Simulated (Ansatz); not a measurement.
**SiO2: a ladder of calculations**

Cell of run 1: a Materials Project structure (computed, not necessarily an observed phase).

Space group P4_32_12 (No. 96); a = 4.9756, c = 6.9009 Å.

```
site  Wyckoff  site symmetry       x       y       z
  Si       4a            ..2  0.1968  0.1968  0.0000
   O       8b              1  0.6104  0.7382  0.6820
```

One atom of each set is listed.

All runs are DFT with Ansatz 0.2.0 (plane waves and PAW, scalar-relativistic unless spin–orbit coupling is named, Γ-centred meshes, Fermi–Dirac smearing where given) in this cell.

Run 1: PBE, gradients read without the response of the cores, atoms as given; 420 eV, 5×5×4 k-points, smearing 0.02 eV.
Run 2: r2SCAN, gradients read without the response of the cores, atoms as given; 500 eV, 5×5×4 k-points, smearing 0.02 eV.
Run 3: HSE06, gradients read without the response of the cores, atoms as given; 420 eV, 3×3×3 k-points, smearing 0.02 eV.

```csv
run,Si V_zz (η),O V_zz (η)
1,-0.37 (0.95),9.55 (0.17)
2,-0.36 (0.90),9.46 (0.17)
3,?,?
```

V_zz in 10²¹ V/m².

**Question.** Estimate the row of run 3.

**Answer.** Si: -0.37 (0.85); O: 9.74 (0.17). It lies nearest to run 1, from whose tensors on these sites it differs by 0.19 at most (largest principal value of the difference, on O).

In run 1 the atoms aren't at the calculated equilibrium (largest force 0.28 eV/Å).
